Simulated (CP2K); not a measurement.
Crystal: Ga.

```xyz
2
Lattice="4.2574 0.0000 0.0000 -3.3589 2.6160 0.0000 -0.0382 -0.1111 3.3299" Properties=species:S:1:pos:R:3 pbc="T T T"
Ga   -2.3898    2.1900    2.4974
Ga    3.2501    0.3149    0.8325
```

This isn't the form of Ga at room conditions, which is orthorhombic.

| Property | Result |
| --- | --- |
| Program | CP2K 2026.2 |
| Task | single point |
| Functional | PBE |
| Potentials or basis | POTENTIAL_UZH Ga GTH-PBE-q13; TZVP-MOLOPT-PBE-GTH basis |
| Density cutoff | 6123 eV |
| k mesh | 10 × 10 × 8 |
| Occupations | fermi-dirac, width 0.05 eV |
| Spin | no spin polarisation |

On this cell: pressure 2.6 GPa; largest force 0.056 eV/Å; band gap on the k mesh none (metal or under the smearing width).

The same run follows on a disturbed copy (atoms moved at random, drawn with an rms of 0.05 Å):

```xyz
2
Lattice="4.2574 0.0000 0.0000 -3.3589 2.6160 0.0000 -0.0382 -0.1111 3.3299" Properties=species:S:1:pos:R:3 pbc="T T T"
Ga   -2.4085    2.1583    2.4919
Ga    3.2359    0.3201    0.7880
```

Task: What changes?

Result: The energy (extrapolated to zero smearing) moves by +0.7 meV/atom; pressure 2.5 GPa; largest force 0.147 eV/Å; band gap on the k mesh none (metal or under the smearing width).

Forces in eV/Å, atoms in the order of the input:
```
Ga   0.061 -0.014 -0.073
Ga  -0.096  0.029  0.107
```

Stress tensor (GPa, compression positive):
```
2.82 0.07 0.01
0.07 2.98 0.42
0.01 0.42 1.61
```

The forces don't sum to zero, so they hold noise of the program's grid.

Caveats: the basis of atomic orbitals isn't converged, which shifts pressures, moduli and gaps.
